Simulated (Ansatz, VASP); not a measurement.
## InSe: VASP beside Ansatz

```xyz
4
Lattice="3.9500 0.0000 0.0000 -1.9750 3.4208 0.0000 0.0000 0.0000 34.5200" Properties=species:S:1:pos:R:3 pbc="T T T"
Se    1.9750    1.1403    7.0027
Se    1.9750    1.1403   12.3573
In    0.0000    2.2805    8.3034
In    0.0000    2.2805   11.0566
```

Alike in both runs: functional PBEsol; dispersion D3(BJ); k mesh 12 × 12 × 1; occupations gaussian, width 0.03 eV; no spin polarisation.

Ansatz relaxed the structure, and its values are those at the end. VASP's run is a single point on that final structure, the one shown.

|  | VASP | Ansatz |
| --- | --- | --- |
| version | VASP 6.6.1 | Ansatz 0.2.0 |
| potentials or method | VASP PAW PBE potentials, release 64 (Se, In_d) | scalar-relativistic, plane waves, PAW |
| plane-wave cutoff (eV) | 520 | 420 |
| valence electrons in the cell | 38 | 58 |

|  | VASP | Ansatz | Ansatz less VASP |
| --- | --- | --- | --- |
| gap on the k mesh at the Fermi level (eV) | 1.83 | 1.84 | +0.009 |
| least direct gap on the mesh (eV) | 1.92 | 1.93 | +0.007 |
| rms of the force components (eV/Å) | 0.011 | 0.000 | -0.0113 |

The two sets of potentials don't hold the same shells in valence. Ansatz warned: «pseudo_functional_mismatch».

Caveats: the PAW data sets were made with another functional, which shifts forces and pressure a little (VASP); spin-orbit coupling is left out, which moves the levels of the heavy elements. A hybrid or GW would open this gap; PBEsol tends to underestimate it.
